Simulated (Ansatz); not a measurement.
# Cost of a DFT run on ZnS

```yaml
crystal:
  lattice:
    - [1.9378061197, 1.1187928848, 56.504775]
    - [-1.9378061197, 1.1187928848, 56.504775]
    - [0.0, -2.2375857697, 56.504775]
  atoms:
    - { symbol: Zn, position: [7.0e-06, 7.0e-06, 7.0e-06] }
    - { symbol: Zn, position: [0.05556433, 0.05556433, 0.05556433] }
    - { symbol: Zn, position: [0.11112267, 0.11112267, 0.11112267] }
    - { symbol: Zn, position: [0.18519633, 0.18519633, 0.18519633] }
    - { symbol: Zn, position: [0.259265, 0.259265, 0.259265] }
    - { symbol: Zn, position: [0.314815, 0.314815, 0.314815] }
    - { symbol: Zn, position: [0.370375, 0.370375, 0.370375] }
    - { symbol: Zn, position: [0.42593667, 0.42593667, 0.42593667] }
    - { symbol: Zn, position: [0.48148667, 0.48148667, 0.48148667] }
    - { symbol: Zn, position: [0.53704867, 0.53704867, 0.53704867] }
    - { symbol: Zn, position: [0.574083, 0.574083, 0.574083] }
    - { symbol: Zn, position: [0.61112333, 0.61112333, 0.61112333] }
    - { symbol: Zn, position: [0.685193, 0.685193, 0.685193] }
    - { symbol: Zn, position: [0.740748, 0.740748, 0.740748] }
    - { symbol: Zn, position: [0.796309, 0.796309, 0.796309] }
    - { symbol: Zn, position: [0.83334033, 0.83334033, 0.83334033] }
    - { symbol: Zn, position: [0.88889933, 0.88889933, 0.88889933] }
    - { symbol: Zn, position: [0.96296833, 0.96296833, 0.96296833] }
    - { symbol: S, position: [0.01387833, 0.01387833, 0.01387833] }
    - { symbol: S, position: [0.06943467, 0.06943467, 0.06943467] }
    - { symbol: S, position: [0.12498767, 0.12498767, 0.12498767] }
    - { symbol: S, position: [0.19906167, 0.19906167, 0.19906167] }
    - { symbol: S, position: [0.27314367, 0.27314367, 0.27314367] }
    - { symbol: S, position: [0.32869567, 0.32869567, 0.32869567] }
    - { symbol: S, position: [0.384248, 0.384248, 0.384248] }
    - { symbol: S, position: [0.43980233, 0.43980233, 0.43980233] }
    - { symbol: S, position: [0.49536367, 0.49536367, 0.49536367] }
    - { symbol: S, position: [0.5509, 0.5509, 0.5509] }
    - { symbol: S, position: [0.587934, 0.587934, 0.587934] }
    - { symbol: S, position: [0.62498867, 0.62498867, 0.62498867] }
    - { symbol: S, position: [0.69906567, 0.69906567, 0.69906567] }
    - { symbol: S, position: [0.75461567, 0.75461567, 0.75461567] }
    - { symbol: S, position: [0.810161, 0.810161, 0.810161] }
    - { symbol: S, position: [0.847207, 0.847207, 0.847207] }
    - { symbol: S, position: [0.90277067, 0.90277067, 0.90277067] }
    - { symbol: S, position: [0.97682333, 0.97682333, 0.97682333] }
kpoints:
  mp_grid: { grid: [8, 8, 8] }
scf:
  occupations: { method: fermi_dirac, width: 0.02 }
hamiltonian:
  xc: pbe
  pseudopotentials: { kind: paw }
output:
  forces: true
  stress: true
  populations: true
  efg:
    quadrupole_moments_barn: { Zn: 0.122, S: -0.0694 }
    contact_densities: true
```

```sh
ansatz run input.yaml --threads 4 --pin off --max-ram 8192MiB --backend cpu --events-out ev --progress --plain --runs-dir out
```

It runs on 4 threads of Arm Neoverse N1 (aarch64; 56 cores open to the job, memory cap 8.0 GiB, no GPU), a shared host with a load of 0.9 a core.

**Question.** Estimate the wall time and the peak memory.

**Answer.** About 16 min of wall time (64 min of CPU time) and 7.3 GiB. The run holds 324 valence electrons in 198 bands, about 14493 plane waves a k-point and 65 irreducible k-points, and took 8 SCF iterations. Times on a shared host vary by tens of per cent.
